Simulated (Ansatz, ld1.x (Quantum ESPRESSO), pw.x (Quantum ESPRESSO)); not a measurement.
# B: does the PAW potential hold in the solid?

- Element: boron (B)
- Generator: ld1.x (Quantum ESPRESSO) 7.5
- Type: PAW
- Functional: PBE
- Relativity: scalar-relativistic
- Frozen core: [He]
- Valence charge: 3
- Reference configuration: 2s1 2p0 (charge +2)
- Partial waves: 2s (bound): rcut 1.05, rcutus 1.35 bohr; 2s channel at -1.8 Ry: rcut 1.05, rcutus 1.35 bohr; 2p (bound, empty): rcut 2.85, rcutus 3.45 bohr; 2p channel at 2.9 Ry: rcut 2.85, rcutus 3.45 bohr
- Local potential: all-electron potential smoothed inside 1.35 bohr (lloc = -1)
- Core correction: Bessel-smoothed model core, default radius (core density twice the valence density)
- Augmentation charge: PSQ, radius 1.00 bohr

Crystal test: sc B in pw.x 7.5, no spin, 17³ k-points, Fermi–Dirac smearing 0.01 Ry, cutoffs 40/600 Ry. The reference is all-electron LAPW (Ansatz 0.2.0) with the same functional, mesh and smearing; V0 and B0 come from Birch–Murnaghan fits to the pressures at five volumes. Errors are pseudo minus all-electron; Δ is the rms difference of the E(V) curves that follow from these fits, minima aligned, over ±6 % about the mean V0. Mesh and smearing are coarse, so the numbers serve the comparison and aren't converged zero-temperature values; the lattice is a test structure that the element need not adopt.

All-electron: a0 = 1.886 Å (V0 = 6.71 Å³/atom), B0 = 233.9 GPa.

Question: How far does the potential miss the all-electron equation of state?

Answer: converged, but broken (pressure over 100 GPa off). The pressure does not cross zero within the volumes sampled, so no fit is given. The largest radius (3.45 bohr) exceeds half the bond length (1.78 bohr), so the spheres overlap, which is one possible source of error among others. Atomic configuration tests: test run stopped at test 5 of 7 (negative rho). A pressure error of this size marks a broken potential; the numbers have no physical meaning.

```
V (Å³/atom)  P all-electron (GPa)  P pseudo (GPa)
      6.385                 12.58          163.34
      6.553                  5.67          152.50
      6.721                 -0.49          142.53
      6.889                 -5.97          133.30
      7.057                -10.85          124.74
```

Question: At the middle volume, how do free energy and pressure move when the wave cutoff is lowered (ecutrho held at 600 Ry)?

Answer:

```
cutoff (Ry)  shift of F (meV/atom)  shift of P (GPa)
         18                 +202.6            -13.65
         24                  +39.7             -3.77
         32                   +5.1             -0.48
```

Input at the middle volume:

```
&control
  calculation='scf', prefix='x', pseudo_dir='./', outdir='./tmp', tstress=.true., disk_io='none'
/
&system
  ibrav=0, nat=1, ntyp=1, ecutwfc=40, ecutrho=600, nbnd=8,
  occupations='smearing', smearing='fd', degauss=0.01
/
&electrons
  conv_thr=1e-09, mixing_beta=0.4, electron_maxstep=70
/
ATOMIC_SPECIES
B 1.0 B.UPF
CELL_PARAMETERS angstrom
  1.88717119 0.00000000 0.00000000
  0.00000000 1.88717119 0.00000000
  0.00000000 0.00000000 1.88717119
ATOMIC_POSITIONS crystal
B 0.0000 0.0000 0.0000
K_POINTS automatic
17 17 17 0 0 0
```

```bash
pw.x < B.scf.in > B.scf.out
```

Lines of the output:

```
Message from routine setup:
     using ibrav=0 with symmetry is DISCOURAGED, use correct ibrav instead
     lattice parameter (alat)  =       3.5662  a.u.
     unit-cell volume          =      45.3556 (a.u.)^3
     number of electrons       =         3.00
     number of Kohn-Sham states=            8
     kinetic-energy cutoff     =      40.0000  Ry
     charge density cutoff     =     600.0000  Ry
     scf convergence threshold =      1.0E-09
     Exchange-correlation= SLA  PW   PBX  PBC
     number of k points=   165  Fermi-Dirac smearing, width (Ry)=  0.0100
     iteration #  1     ecut=    40.00 Ry     beta= 0.40
     total energy              =     -10.95506126 Ry
     estimated scf accuracy    <       0.00544683 Ry
     iteration #  2     ecut=    40.00 Ry     beta= 0.40
     negative rho (up, down):  9.785E-03 0.000E+00
     total energy              =     -10.95579186 Ry
     estimated scf accuracy    <       0.00197042 Ry
     iteration #  3     ecut=    40.00 Ry     beta= 0.40
     negative rho (up, down):  1.005E-02 0.000E+00
     total energy              =     -10.95586473 Ry
     estimated scf accuracy    <       0.00000308 Ry
     iteration #  4     ecut=    40.00 Ry     beta= 0.40
     negative rho (up, down):  1.003E-02 0.000E+00
     total energy              =     -10.95587477 Ry
     estimated scf accuracy    <       0.00000005 Ry
     iteration #  5     ecut=    40.00 Ry     beta= 0.40
     negative rho (up, down):  1.001E-02 0.000E+00
     total energy              =     -10.95587523 Ry
     estimated scf accuracy    <       0.00000002 Ry
     iteration #  6     ecut=    40.00 Ry     beta= 0.40
     negative rho (up, down):  1.001E-02 0.000E+00
     the Fermi energy is    11.2353 ev
!    total energy              =     -10.95587548 Ry
     estimated scf accuracy    <          8.3E-11 Ry
     smearing contrib. (-TS)   =      -0.00159786 Ry
     The total energy is F=E-TS. E is the sum of the following terms:
     one-electron contribution =       4.20635794 Ry
     hartree contribution      =       0.19044268 Ry
     xc contribution           =      -3.54373729 Ry
     ewald contribution        =      -7.16039889 Ry
     one-center paw contrib.   =      -4.64694205 Ry
     convergence has been achieved in   6 iterations
     negative rho (up, down):  1.001E-02 0.000E+00
          total   stress  (Ry/bohr**3)                   (kbar)     P=     1425.25
     Message from routine punch:
     Nothing written, as per user request (disk_io='none')
```

The run at the middle volume (165 k-points, 6 iterations) took about 2.1 s on one core of a shared host (Neoverse-V2, 96 threads, 742 GiB, load 47).
